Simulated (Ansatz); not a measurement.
**Y (sc type): how the settings move a single-point run**

How sensitive is a single-point run of Y (sc type) to its settings? A reference run comes first, then one run with altered input.

Method: reference: DFT, PBE, norm-conserving pseudopotentials, Ansatz's default files, scalar-relativistic, in Ansatz 0.2.0.

## 1. Starting point

The structure is cubic, space group Pm-3m (No. 221). The conventional cell has a = 2.981 Å, b = 2.981 Å, c = 2.981 Å, α = 90.00°, β = 90.00°, γ = 90.00°. Y (site symmetry m-3m) has 6 Y at 2.98 Å as nearest neighbours.

Coordinates:

```
Y
1.0
     2.98116    0.00000    0.00000
     0.00000    2.98116    0.00000
     0.00000    0.00000    2.98116
Y
1
Direct
  0.00000 0.00000 0.00000
```

## 2. Baseline

Contents of input.yaml:

```yaml
crystal:
  lattice:
    - [2.9811592474, 0.0, 0.0]
    - [0.0, 2.9811592474, 0.0]
    - [0.0, 0.0, 2.9811592474]
  atoms:
    - { symbol: "Y", position: [0.0, 0.0, 0.0] }
kpoints:
  mp_grid: { grid: [12, 12, 12] }
scf:
  occupations: { method: fermi_dirac, width: 0.08 }
hamiltonian:
  xc: pbe
  pseudopotentials: { kind: nc }
output:
  forces: true
  stress: true
  eigenvalues: true
```

Launch:

```sh
$ ansatz run input.yaml --threads 1 --pin off --max-ram 2048MiB --backend cpu --events-out ev --progress --plain --runs-dir out
```

## 3. Variant: mp_grid.grid [8, 8, 8], occupations.method cold, occupations.width 0.05, n_extra_bands 4

Changes to input.yaml since step 2:

```diff
@@ -8,5 +8,6 @@
 kpoints:
-  mp_grid: { grid: [12, 12, 12] }
+  mp_grid: { grid: [8, 8, 8] }
 scf:
-  occupations: { method: fermi_dirac, width: 0.08 }
+  occupations: { method: cold, width: 0.05 }
+  n_extra_bands: 4
 hamiltonian:
```

**Question.** What will these runs give? Wanted: for each run, ending; energy change; pressure; gap; force.

The runs gave:

| run | ending | energy change | pressure (GPa) | gap (eV) | force (eV/Å) | cycles | time |
| --- | --- | --- | --- | --- | --- | --- | --- |
| reference | converged | 0 | 11.1 | 0.00 | 0.00 | 5 | 2.8 s |
| 1: mp_grid.grid [8, 8, 8], occupations.method cold, occupations.width 0.05, n_extra_bands 4 | converged | -13.9 meV/atom (σ→0) | 10.8 | 0.00 | 0.00 | 6 | 1.4 s |

Residual by cycle in the longest SCF loop of each run; runs are numbered as in the table. The quantity is the density residual dr2, in eV.

| cycle | reference | run 1 |
| --- | --- | --- |
| 1 | 0.0415 | 0.0414 |
| 2 | 0.0141 | 0.00263 |
| 3 | 3.7e-5 | 2.1e-4 |
| 4 | 1.3e-6 | 1.1e-7 |
| 5 | 1.8e-8 | 6.3e-9 |
| 6 | - | 2.8e-11 |

Changing the k-point mesh and smearing moves the energy by -13.9 meV/atom (σ→0 values). More than one kind of setting changed, and this run alone doesn't tell their shares apart. Cost: 6 SCF cycles against 5, 1.4 s against 2.8 s.
